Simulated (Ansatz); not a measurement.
# Si(111) with Br on 75 % of the top atoms and H on the rest: bands and core levels, part 2 of 4

Aim: core-level components, unfolded bands and work function of Si(111) with Br on 75 % of the top atoms and H on the rest.

Ansatz 0.2.0; DFT, PBE, plane-wave PAW, scalar-relativistic; PAW set soft_1.

So far, gap on the k-mesh (eV): step 2 (relaxation) 1.05.

## 3. Layer-resolved bands, DOS and potential

This is the main run. States are solved along the surface zone's path and weighed by where they lie along the normal, since photoemission sees the top layers. The cell holds 4 small cells, so the bands are unfolded.

input.yaml

```yaml
crystal:
  lattice:
    - [7.6791796437, 0.0, 0.0]
    - [3.8395898218, 6.6503646517, 0.0]
    - [0.0, 0.0, 24.7737769138]
  atoms:
    - { symbol: Br, position: [0.000185118, 0.000185118, 0.7179113914] }
    - { symbol: Br, position: [0.499629764, 0.000185118, 0.7179113914] }
    - { symbol: Br, position: [0.000185118, 0.499629764, 0.7179113914] }
    - { symbol: H, position: [0.5, 0.5, 0.6892654373] }
    - { symbol: Si, position: [0.000286876, 0.000286876, 0.6271059527] }
    - { symbol: Si, position: [0.4994262479, 0.000286876, 0.6271059527] }
    - { symbol: Si, position: [0.000286876, 0.4994262479, 0.6271059527] }
    - { symbol: Si, position: [0.5, 0.5, 0.6288442807] }
    - { symbol: Si, position: [0.8314732135, 0.3342633933, 0.5962596896] }
    - { symbol: Si, position: [0.3342633933, 0.3342633933, 0.5962596896] }
    - { symbol: Si, position: [0.8333333333, 0.8333333333, 0.5960553901] }
    - { symbol: Si, position: [0.3342633933, 0.8314732135, 0.5962596896] }
    - { symbol: Si, position: [0.8333330457, 0.3333334771, 0.5007224238] }
    - { symbol: Si, position: [0.3333334771, 0.3333334771, 0.5007224238] }
    - { symbol: Si, position: [0.8333333333, 0.8333333333, 0.5004817382] }
    - { symbol: Si, position: [0.3333334771, 0.8333330457, 0.5007224238] }
    - { symbol: Si, position: [0.1666666667, 0.1666666667, 0.4685094557] }
    - { symbol: Si, position: [0.6665837695, 0.1668324611, 0.4683801448] }
    - { symbol: Si, position: [0.1668324611, 0.6665837695, 0.4683801448] }
    - { symbol: Si, position: [0.6665837695, 0.6665837695, 0.4683801448] }
    - { symbol: Si, position: [0.1666666667, 0.1666666667, 0.373126513] }
    - { symbol: Si, position: [0.6666666667, 0.1666666667, 0.373126513] }
    - { symbol: Si, position: [0.1666666667, 0.6666666667, 0.373126513] }
    - { symbol: Si, position: [0.6666666667, 0.6666666667, 0.373126513] }
    - { symbol: Si, position: [0.0, 0.0, 0.341490118] }
    - { symbol: Si, position: [0.5, 0.0, 0.341490118] }
    - { symbol: Si, position: [0.0, 0.5, 0.341490118] }
    - { symbol: Si, position: [0.5, 0.5, 0.341490118] }
    - { symbol: H, position: [0.0, 0.0, 0.282556835] }
    - { symbol: H, position: [0.5, 0.0, 0.282556835] }
    - { symbol: H, position: [0.0, 0.5, 0.282556835] }
    - { symbol: H, position: [0.5, 0.5, 0.282556835] }
kpoints:
  mp_grid: { grid: [3, 3, 1] }
scf:
  occupations: { method: fermi_dirac, width: 0.02 }
  n_extra_bands: 36
hamiltonian:
  xc: pbe
  pseudopotentials: { kind: paw, azcp: { folder: soft_1 } }
output:
  forces: true
  write_potential: true
  volumetric_format: []
  dos:
    projected:
      site_lists:
        adsorbate: [0, 1, 2, 3]
        layer_1: [4, 5, 6, 7]
        layer_2: [8, 9, 10, 11]
        layer_3: [12, 13, 14, 15]
        middle: [16, 17, 18, 19]
        other_layers: [20, 21, 22, 23, 24, 25, 26, 27, 28, 29, 30, 31]
    de: 0.05
    e_range: [-30, 12]
    method: { smearing: { sigma: 0.12, scheme: gaussian } }
  eigenstates:
    kpoints:
      - [0.33333333, -0.33333333, 0.0]
      - [0.25, -0.375, 0.0]
      - [0.16666667, -0.41666667, 0.0]
      - [0.08333333, -0.45833333, 0.0]
      - [0.0, 0.5, 0.0]
      - [-0.08333333, 0.45833333, 0.0]
      # [... 29 more points ...]
      - [0.25, 0.5, 0.0]
      - [0.29166667, -0.41666667, 0.0]
    e_range: [-8.0, 6.0]
    unfold:
      supercell_matrix: [[2, 0, 0], [0, 2, 0], [0, 0, 1]]
      layers:
        axis: 3
        edges: [0.121096, 0.38966, 0.394872, 0.605596, 0.612549, 0.87937]
efield:
  axis: 3
  dipole_correction: true
```

On the command line:

```bash
$ ansatz run input.yaml --threads 4 --pin off --max-ram 11264MiB --backend cpu --events-out ev --progress --plain --runs-dir out
```

Numbers of over 12 decimals in the logs are rounded to 6 here.

The program printed:

```text
[...]
Crystal: 32 atoms, lattice volume = 1265.181 Å³
Basis set: ecut = 420 eV, 24701 PW (Γ), exchange–correlation on 108×108×360 points (8 copies of the dense FFT grid, shifted against one another)
Bands: 97, of which v1, the nominal top of the filled ones, is band 61 counted from 1 (60 counted from 0)
Symmetry: 6 space group operations
[...]
k-points: 3 of 9 (time reversal used)
[...]
SCF iter   1: F=—  HF=-23694.378545 eV  |F-HF|=—  |Δ(HF+E_count)|=         —  Δρ=3.57e-2  dr2=1.45e1  ethr=3.10e-3  p=0.000 e·Å  D=1.79e-7 V/Å  ΔV_dip=-0.00 eV  dr2_dipole=3.28e-2  V_vac-E_F(+/−)=6.21/6.21 eV  ⟨swp⟩=8.7  Hψ=1728  notcnv=0  defer=31
[...]
SCF iter  10: F=-23690.446340 eV  HF=-23690.446340 eV  |F-HF|=2.42e-8  |Δ(HF+E_count)|=   3.06e-7  Δρ=1.77e-6  dr2=7.79e-8  ethr=8.20e-11  p=-0.217 e·Å  D=-3.11e-2 V/Å  ΔV_dip=0.77 eV  dr2_dipole=1.18e-9  V_vac-E_F(+/−)=4.86/4.09 eV  ⟨swp⟩=24.0  Hψ=3335  notcnv=0
SCF 1 converged in 10 iterations: F = -23690.446340 eV  dr2 = 7.79e-8
[...]
NSCF: frozen V_eff on 37 k-points
efield: sawtooth ramp at fractional position 0.9502 (kept from the solve that this one continues, or follows in the run), width 0.1000; the density the first Hamiltonian is built on has a dipole p = -0.217 e·Å; the dipole correction subtracts the counter field D = -3.11e-2 V/Å, which shifts the + side's vacuum level by +0.77 eV against the − side's; the planar-averaged density in the ramp window peaks in size at 2.1e-6 e/Å³
[...]
SCF converged after 10 iterations
Free energy (F): -23690.446340 eV
[...]
Internal energy: -23690.446340 eV  (E = F + TS)
E sigma→0 (E₀):  -23690.446340 eV
Fermi energy:    0.428922 eV
Dipole field:    D = -0.031121 V/Å  (p = -0.217595 e·Å, saw-weighted, corrected)
Work function:   Φ+ = 4.8648 eV   Φ− = 4.0939 eV
[...]
--- Forces (eV/Å), atoms counted from 1 ---
  atom   1  Br    -0.00782130    -0.00451563     0.00091076
  atom   2  Br     0.00782130    -0.00451563     0.00091076
  atom   3  Br    -0.00000000     0.00903126     0.00091076
  atom   4  H     -0.00000000    -0.00000000    -0.00105104
  atom   5  Si    -0.00296622    -0.00171255     0.00465755
  atom   6  Si     0.00296622    -0.00171255     0.00465755
  atom   7  Si    -0.00000000     0.00342509     0.00465755
  atom   8  Si    -0.00000000    -0.00000000    -0.00305086
  atom   9  Si    -0.00026644     0.00015383    -0.00405427
  atom  10  Si     0.00026644     0.00015383    -0.00405427
  atom  11  Si     0.00000000     0.00000000     0.00348931
  atom  12  Si     0.00000000    -0.00030766    -0.00405427
  atom  13  Si     0.00307734    -0.00177670     0.00179437
  atom  14  Si    -0.00307734    -0.00177670     0.00179437
  atom  15  Si    -0.00000000    -0.00000000     0.00082650
  atom  16  Si    -0.00000000     0.00355340     0.00179437
  atom  17  Si     0.00000000     0.00000000    -0.00820979
  atom  18  Si    -0.00000000     0.00151634     0.00010898
  atom  19  Si     0.00131319    -0.00075817     0.00010898
  atom  20  Si    -0.00131319    -0.00075817     0.00010898
  atom  21  Si    -0.00000000    -0.00000000    -0.05447185
  atom  22  Si    -0.00000000     0.00211004    -0.08464003
  atom  23  Si     0.00182734    -0.00105502    -0.08464003
  atom  24  Si    -0.00182734    -0.00105502    -0.08464003
  atom  25  Si    -0.00126682    -0.00073140     0.85008897
  atom  26  Si     0.00126682    -0.00073140     0.85008897
  atom  27  Si    -0.00000000     0.00146280     0.85008897
  atom  28  Si     0.00000000     0.00000000     0.84547669
  atom  29  H      0.00034235     0.00019765    -0.77233003
  atom  30  H     -0.00034235     0.00019765    -0.77233003
  atom  31  H      0.00000000    -0.00039531    -0.77233003
  atom  32  H     -0.00000000     0.00000000    -0.77268292
  max |Σ_I F_I| component: 6.50e-5 eV/Å
--- Band table (eV) ---
  k-point 0: bands = [... 57 lower, -0.5071, -0.5071, -0.0961, -0.0961, 0.9589, 0.9589, 0.9704, 1.4536, ... 32 higher]
  k-point 1: bands = [... 57 lower, -1.2769, -1.0902, -0.8964, -0.4578, 1.1023, 1.6864, 1.7526, 1.8057, ... 32 higher]
  k-point 2: bands = [... 57 lower, -1.5517, -1.3695, -1.2591, -1.1241, 1.9338, 2.1697, 2.2377, 2.4919, ... 32 higher]
```

Elapsed: 6.1 min, on 4 threads of Intel Xeon at 2.50GHz (Skylake/Cascade Lake), shared host; peak memory 4.7 GiB.

This step gave:

```
Fermi energy                                                        : 0.4289 eV
zero of energy                                                      : valence-band maximum
share of occupied states in no projected shell                      : 0.0108 of the occupied states in the window
upper vacuum level less the lowest empty level (Kohn–Sham affinity) : 4.334 eV
```

A(k,E), total over k along the path and E. Zero: valence-band maximum.

Ten even steps from '0' (0.09 eV⁻¹) to '9' (6.25 eV⁻¹), each cell a mean:
```
323555445622222464222222111333
222367763463335764444332224532
111234556569998633211222333211
112222245666766432322222234211
432233334554345433232111233234
222111100113432233234444432222
000000000000100001222233320000
000000000000000000001111000000
000000000001210000000000000000
000000000135664221000000000000
000000123456565432221111000000
011122345565446654443322221110
332223444442223444433444433233
333334444310001233334444443333
444454333100000023222222344344
334433332211111222322233334443
555432220000000001222233334555
110001100000000000110000000011
000011111111111111111000000000
001211100000000000111100000000
222211111111111111111222233322
211111000000000000001222211112
```
Columns: k along the path (Å⁻¹) from 0 to 2.58; rows upwards: E (eV) from -7.17 to 5.00.

A(k,E), top over k along the path and E. Zero: valence-band maximum.

Ten even steps from '0' (0.03 eV⁻¹) to '9' (1.15 eV⁻¹), each cell a mean:
```
434566445754444663222222222444
333366763364335753334322224633
112234556569998533211222233211
112222235566765433332222234211
322223334443234443332111243233
222221111123443233334444432222
000000000000110001122233310000
000000000000000000001111000000
000000000001221000000000000000
000000001256775332110000000000
000011246665456644433332210000
223456777778888776555444554332
776777678898889899765566556777
667766776753334666899888766666
876678756311111255456655677678
566775553333333335544677778865
899765432111111113455555667888
211112100000000000121111111112
000121233333333333312000000000
001223210000000001132100000000
222221111111111111112222222222
111110000000000000001222221111
```
Columns: k along the path (Å⁻¹) from 0 to 2.58; rows upwards: E (eV) from -7.17 to 5.00.

A(k,E), middle over k along the path and E. Zero: valence-band maximum.

Values in eV⁻¹, 12 rows by 16 columns, each cell a mean:
```
0.71 1.16 1.71 1.67 1.24 1.09 0.36 0.55 1.57 0.99 0.93 0.85 0.77 0.52 1.04 0.80
0.40 0.69 1.09 1.56 1.79 1.95 2.43 2.33 1.50 1.06 0.71 0.73 0.77 1.11 0.97 0.40
1.20 1.04 1.02 1.05 1.25 1.59 1.44 1.56 1.34 0.90 0.97 0.76 0.66 1.04 1.06 1.20
0.27 0.22 0.15 0.12 0.13 0.19 0.60 0.39 0.32 0.69 0.87 1.10 1.25 0.88 0.41 0.29
0.04 0.05 0.05 0.06 0.08 0.21 0.59 0.42 0.16 0.11 0.16 0.24 0.24 0.09 0.05 0.04
0.06 0.07 0.11 0.24 0.64 1.27 1.78 1.60 0.92 0.58 0.41 0.29 0.22 0.11 0.07 0.06
0.50 0.54 0.66 1.01 1.34 1.54 0.95 1.26 1.57 1.25 1.07 1.00 0.98 0.84 0.56 0.50
0.94 1.00 1.25 1.20 1.02 0.40 0.12 0.17 0.70 0.85 0.96 1.05 1.11 1.13 0.98 0.93
0.85 1.06 0.93 0.79 0.64 0.35 0.32 0.33 0.42 0.74 0.54 0.56 0.63 0.85 1.11 0.85
0.78 0.48 0.45 0.53 0.16 0.11 0.10 0.10 0.12 0.36 0.57 0.30 0.23 0.23 0.42 0.78
0.15 0.46 0.56 0.33 0.27 0.24 0.24 0.24 0.25 0.30 0.47 0.48 0.13 0.12 0.13 0.14
0.91 0.56 0.50 0.40 0.37 0.38 0.39 0.39 0.37 0.38 0.46 0.66 0.90 0.89 0.88 0.93
```
Columns: k along the path (Å⁻¹) from 0 to 2.58; rows upwards: E (eV) from -7.17 to 5.00.

A(k,E), bottom over k along the path and E. Zero: valence-band maximum.

Ten even steps from '_' (0.02 eV⁻¹) to '@' (2.13 eV⁻¹), each cell a mean:
```
----::--==++==++++++::........--**++----::::..........------
::::::--++++**++==++##======**%%##====----::::......--++--::
......::::--==++++++**@@@@@@%%++--::......::::::------::..__
__..........::--++++++++++++==--::::::::..........::--....__
--::......::::::::--====----====--::..::....____..--::..::--
____..______________..::--::....::::::::--==------::....____
__________________________________........::::::::..________
__________________________________________......____________
______________________......________________________________
__________________..::==**++--::..__________________________
______________..::==++++==++++==--::....____________________
________......--======--::::====----------::::::..__________
________....--------::______..::--::::::----------::..______
........::==--::--::__________..::::......::::::------::....
::::--==++--::--::______________..--::............::----::::
====++==::----::....................----::::::::::::--======
++====----::....__________________....::::------------====++
..________..__________________________..__________________..
________..__..............................__________________
______........______________________........________________
..::..::....................................::::::::::::::..
............____________________________....................
```
Columns: k along the path (Å⁻¹) from 0 to 2.58; rows upwards: E (eV) from -7.17 to 5.00.

Peaks of A(k,E) at the labelled points: for each region the eleven nearest the zero at most, each over 6 % of that point's highest, less those above the energy where the solved bands run out; weight and spread sum the levels within three half widths or 0.3 eV, so near peaks share levels. Peaks of the spectral function, the first 40 of 130 rows:

| point | weight on | E (eV) | A (1/eV) | weight near the peak | rms spread of levels (eV) |
| --- | --- | --- | --- | --- | --- |
| K | total | -4.28 | 3.638 | 2.954 | 0.189 |
| K | total | -4 | 3.723 | 3.036 | 0.205 |
| K | total | -3.16 | 3.435 | 1.772 | 0.096 |
| K | total | -2.62 | 2.537 | 1.915 | 0.263 |
| K | total | -2.12 | 2.541 | 1.931 | 0.222 |
| K | total | -1.74 | 1.832 | 1.663 | 0.187 |
| K | total | 2.04 | 2.238 | 0.922 | 0.032 |
| K | total | 2.6 | 4.235 | 2.054 | 0.053 |
| K | total | 3.5 | 0.705 | 0.246 | 0.146 |
| K | total | 3.98 | 1.647 | 0.826 | 0.147 |
| K | total | 4.66 | 4.103 | 2.008 | 0.089 |
| K | top | -4.26 | 1.323 | 0.705 | 0.12 |
| K | top | -3.8 | 1.033 | 0.438 | 0.079 |
| K | top | -3.06 | 1.364 | 0.974 | 0.226 |
| K | top | -2.62 | 0.97 | 0.89 | 0.239 |
| K | top | -2.1 | 0.947 | 0.815 | 0.212 |
| K | top | -1.74 | 0.946 | 0.766 | 0.186 |
| K | top | 2.02 | 0.521 | 0.225 | 0.038 |
| K | top | 2.62 | 0.655 | 0.314 | 0.065 |
| K | top | 3.52 | 0.194 | 0.082 | 0.146 |
| K | top | 3.98 | 0.432 | 0.233 | 0.162 |
| K | top | 4.66 | 0.962 | 0.48 | 0.104 |
| K | middle | -4.44 | 1.837 | 1.177 | 0.158 |
| K | middle | -3.82 | 0.857 | 0.73 | 0.212 |
| K | middle | -3.18 | 1.313 | 0.647 | 0.084 |
| K | middle | -2.62 | 1.081 | 0.749 | 0.261 |
| K | middle | -2.12 | 1.169 | 0.865 | 0.223 |
| K | middle | -1.74 | 0.716 | 0.697 | 0.183 |
| K | middle | 2.02 | 1.416 | 0.597 | 0.027 |
| K | middle | 2.6 | 2.326 | 1.123 | 0.051 |
| K | middle | 3.5 | 0.317 | 0.102 | 0.144 |
| K | middle | 3.98 | 0.713 | 0.35 | 0.137 |
| K | middle | 4.66 | 1.507 | 0.732 | 0.089 |
| K | bottom | -6.64 | 1.023 | 0.477 | 0.006 |
| K | bottom | -4 | 1.946 | 1.145 | 0.12 |
| K | bottom | -3.2 | 0.98 | 0.441 | 0.08 |
| K | bottom | -2.62 | 0.451 | 0.26 | 0.248 |
| K | bottom | -2.14 | 0.367 | 0.201 | 0.174 |
| K | bottom | 2.04 | 0.279 | 0.091 | 0.042 |
| K | bottom | 2.6 | 1.158 | 0.568 | 0.049 |

The DOS has structure finer than the step of the table below, so its rows give means over 1 eV, whole bins alone (the curve runs from -16.9 to 4.70 eV). Peaks (eV: height): total -6.6: 26.9, -2.5: 26.4, -1.5: 28.2, 4.3: 40.8; Si 3p -4.2: 16.0, -2.5: 17.8, -1.5: 20.3, 4.3: 22.0; Si 3s -10.6: 8.25, -9.6: 10.1, -9.0: 12.4, -6.6: 11.6; Br 4p -3.1: 4.43, -2.5: 6.43, -2.0: 5.98, -1.5: 6.21; H 1s -6.5: 1.67, -5.3: 1.10, -3.9: 2.17, 4.0: 1.16.

DOS against E, zero at the valence-band maximum; means over each step; values in states/eV/cell:

| E (eV) | total | Si 3p | Si 3s | Br 4p | H 1s | Br 4s |
| --- | --- | --- | --- | --- | --- | --- |
| -16 | 0 | 0 | 0 | 0 | 0 | 0 |
| -15 | 6.00 | 0.519 | 0.350 | 0.0352 | 6.1e-4 | 5.08 |
| -14 | 3.3e-4 | 2.6e-5 | 1.7e-5 | 0 | 0 | 2.8e-4 |
| -13 | 0 | 0 | 0 | 0 | 0 | 0 |
| -12 | 0.189 | 0.0110 | 0.172 | 4.5e-4 | 0.00301 | 9.9e-4 |
| -11 | 4.04 | 0.744 | 3.12 | 0.0171 | 0.0820 | 0.0336 |
| -10 | 7.56 | 1.83 | 5.35 | 0.0531 | 0.186 | 0.0735 |
| -9 | 8.19 | 2.16 | 5.57 | 0.0808 | 0.247 | 0.0718 |
| -8 | 4.75 | 1.34 | 2.87 | 0.124 | 0.312 | 0.0647 |
| -7 | 9.56 | 4.09 | 4.50 | 0.279 | 0.516 | 0.0781 |
| -6 | 7.36 | 3.42 | 2.92 | 0.373 | 0.504 | 0.0583 |
| -5 | 3.94 | 1.74 | 1.10 | 0.536 | 0.437 | 0.0568 |
| -4 | 17.6 | 11.6 | 1.28 | 2.83 | 1.58 | 0.0907 |
| -3 | 18.7 | 13.2 | 0.808 | 3.79 | 0.650 | 0.0128 |
| -2 | 21.2 | 14.8 | 0.681 | 5.04 | 0.379 | 0.00558 |
| -1 | 10.9 | 8.02 | 0.149 | 2.38 | 0.209 | 0.00122 |
| 0 | 2.03 | 1.77 | 3.3e-4 | 0.214 | 3.5e-5 | 0 |
| 1 | 2.17 | 1.21 | 0.565 | 0.0412 | 0.0290 | 0.00519 |
| 2 | 12.3 | 6.62 | 2.99 | 0.515 | 0.249 | 0.0676 |
| 3 | 20.0 | 11.5 | 3.30 | 0.549 | 0.658 | 0.0870 |
| 4 | 25.3 | 14.3 | 2.96 | 0.306 | 0.696 | 0.0463 |

Simulated valence spectra by photon energy, shown to 13 eV, since a deeper line would dwarf them at some energies; the 100 % can be that line's tail at the edge; this run's widths, added to any smearing of the DOS itself: Gaussian 0.1 eV, Lorentzian 0.05 eV. Table of intensity by binding energy, zero at the valence-band maximum; values in % of the maximum within 13 eV:

| binding energy (eV) | 21.2 eV | 100 eV | 150 eV | 1486.7 eV | 9251.7 eV |
| --- | --- | --- | --- | --- | --- |
| -1 | 0.219 | 0.302 | 0.287 | 0.240 | 0.187 |
| 0 | 2.65 | 8.05 | 6.87 | 3.17 | 1.77 |
| 1 | 37.0 | 52.1 | 48.9 | 37.0 | 24.4 |
| 2 | 90.5 | 87.9 | 90.4 | 89.5 | 63.5 |
| 3 | 62.6 | 77.6 | 73.8 | 62.6 | 45.2 |
| 4 | 54.0 | 71.1 | 66.1 | 55.0 | 44.8 |
| 5 | 7.53 | 17.1 | 15.6 | 14.5 | 16.4 |
| 6 | 10.8 | 48.4 | 42.2 | 37.5 | 47.3 |
| 7 | 1.22 | 5.82 | 5.04 | 4.79 | 6.47 |
| 8 | 2.03 | 10.4 | 9.24 | 11.2 | 17.0 |
| 9 | 8.06 | 76.6 | 65.1 | 67.4 | 98.2 |
| 10 | 2.92 | 31.2 | 26.4 | 27.7 | 41.3 |
| 11 | 0.443 | 5.44 | 4.73 | 5.62 | 8.56 |
| 12 | - | 0.479 | 0.416 | 0.478 | 0.828 |
| 13 | - | 0.428 | 0.357 | 0.378 | 0.856 |

Maxima picked by a test of local sharpness, so broad peaks and shoulders can be missing; peaks within 0.45 eV of a curve's cut are left out. Valence peaks, by row, the first 40 of 70 rows:

| photon energy (eV) | binding energy (eV) | height (% of the maximum within 13 eV) | main shell | its share (%) |
| --- | --- | --- | --- | --- |
| 21.2 | 9.675 | 5.567 | Si 3s | 40.73 |
| 21.2 | 8.975 | 8.218 | Br 4p | 36.58 |
| 21.2 | 8.225 | 8.274 | Br 4p | 47.77 |
| 21.2 | 7.325 | 9.995 | Br 4p | 57.73 |
| 21.2 | 6.525 | 19.37 | Br 4p | 59.98 |
| 21.2 | 5.925 | 13.66 | Br 4p | 65.84 |
| 21.2 | 5.325 | 24.09 | Br 4p | 82.43 |
| 21.2 | 4.175 | 58.11 | Br 4p | 86.03 |
| 21.2 | 3.625 | 64.19 | Br 4p | 85.58 |
| 21.2 | 3.125 | 68.2 | Br 4p | 93.17 |
| 21.2 | 2.475 | 100 | Br 4p | 94.83 |
| 21.2 | 1.975 | 92.68 | Br 4p | 96.18 |
| 21.2 | 1.475 | 92.51 | Br 4p | 93.6 |
| 21.2 | 0.375 | 12.9 | Br 4p | 91.27 |
| 100 | 14.93 | 353.6 | Br 4s | 93.24 |
| 100 | 9.675 | 60.28 | Si 3s | 72.21 |
| 100 | 8.975 | 77.92 | Si 3s | 69.92 |
| 100 | 8.225 | 53.29 | Si 3s | 66.64 |
| 100 | 6.575 | 97.72 | Si 3s | 47.13 |
| 100 | 5.925 | 58.15 | Si 3s | 45.73 |
| 100 | 4.175 | 92.63 | Si 3p | 70.96 |
| 100 | 3.575 | 93.49 | Si 3p | 66.7 |
| 100 | 3.125 | 78.31 | Si 3p | 63.23 |
| 100 | 2.825 | 85.76 | Si 3p | 66.19 |
| 100 | 2.475 | 95.13 | Si 3p | 57.23 |
| 100 | 1.975 | 88.5 | Si 3p | 58.98 |
| 100 | 1.525 | 100 | Si 3p | 62.93 |
| 100 | 1.175 | 60.02 | Si 3p | 66.22 |
| 150 | 14.93 | 286.5 | Br 4s | 93.55 |
| 150 | 9.675 | 52.06 | Si 3s | 73.6 |
| 150 | 8.975 | 66.26 | Si 3s | 71.16 |
| 150 | 8.225 | 45.84 | Si 3s | 67.23 |
| 150 | 7.325 | 42.87 | Si 3s | 60.16 |
| 150 | 6.575 | 84.28 | Si 3s | 48.27 |
| 150 | 5.925 | 50.62 | Si 3s | 46.52 |
| 150 | 4.175 | 82.96 | Si 3p | 61.5 |
| 150 | 3.575 | 85.44 | Si 3p | 57.41 |
| 150 | 3.125 | 76.95 | Si 3p | 52.15 |
| 150 | 2.475 | 98.89 | Br 4p | 49.13 |
| 150 | 1.975 | 91.38 | Br 4p | 49.97 |

[end of part 2 of 4]

[Logs are printed without paths, hosts, clocks, repeated set-up lines and the standing remarks that a program may print on its own settings, such as how far it seeks lower states.]

[Hosts, paths, dates, database ids (printed as entryN), source tags and the programs' standing remarks are cut or masked in the printed files.]

[Maps of the electrostatic potential energy from Ansatz leave out the sawtooth potential of an applied field or a dipole correction, so their vacuum need not be flat; work functions include it.]
